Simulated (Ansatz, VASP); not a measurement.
**One calculation of Sn3Se, two programs**

Contents of INCAR:

```
SYSTEM = Sn3Se
ALGO = Normal
EDIFF = 1E-6
ENCUT = 520
GGA = PS
ISIF = 2
ISMEAR = -1
LASPH = .TRUE.
LCHARG = .FALSE.
LREAL = .FALSE.
LWAVE = .FALSE.
NBANDS = 32
NELM = 60
PREC = Accurate
SIGMA = 0.05
```

KPOINTS

```
k-points
0
G
  6 6 6
  0 0 0
```

Contents of POSCAR:

```
Sn3Se
1.0
    0.0000000000      3.7578614887      3.7578614887
    3.7578614887      0.0000000000      3.7578614887
    3.7578614887      3.7578614887      0.0000000000
Sn Se
3 1
Direct
    0.5000000000      0.5000000000      0.5000000000
    0.7500000000      0.7500000000      0.7500000000
    0.2500000000      0.2500000000      0.2500000000
    0.0000000000      0.0000000000      0.0000000000
```

Contents of input.yaml:

```yaml
crystal:
  lattice:
    - [0.0, 3.7578614887, 3.7578614887]
    - [3.7578614887, 0.0, 3.7578614887]
    - [3.7578614887, 3.7578614887, 0.0]
  atoms:
    - { symbol: Sn, position: [0.5, 0.5, 0.5] }
    - { symbol: Sn, position: [0.75, 0.75, 0.75] }
    - { symbol: Sn, position: [0.25, 0.25, 0.25] }
    - { symbol: Se, position: [0.0, 0.0, 0.0] }
kpoints:
  mp_grid: { grid: [6, 6, 6] }
scf:
  occupations: { method: fermi_dirac, width: 0.05 }
hamiltonian:
  xc: pbesol
  pseudopotentials: { kind: all_electron, lapw: { basis_error: 0.001 } }
output:
  forces: true
  stress: true
  eigenvalues: true
```

Change from the starting cell: volume scaled by 1.02.

Alike in both runs: task single point; functional PBEsol; k mesh 6 × 6 × 6; occupations fermi-dirac, width 0.05 eV; no spin polarisation.

|  | VASP | Ansatz |
| --- | --- | --- |
| version | VASP 6.6.1 | Ansatz 0.2.0 |
| potentials or method | VASP PAW PBE potentials, release 64 (Sn_d, Se) | all-electron LAPW, scalar-relativistic |
| plane-wave cutoff (eV) | 520 | see its input |

|  | VASP | Ansatz | Ansatz less VASP |
| --- | --- | --- | --- |
| gap on the k mesh at the Fermi level (eV) | none | none | - |
| pressure (GPa) | -4.0 | -4.0 | +0.02 |

A gap of «none» marks a metal or a gap that the smearing closes. Ansatz ran all-electron here, so the differences hold the error of VASP's frozen core and of both bases.

Caveats: the PAW data sets were made with another functional, which shifts forces and pressure a little (VASP).
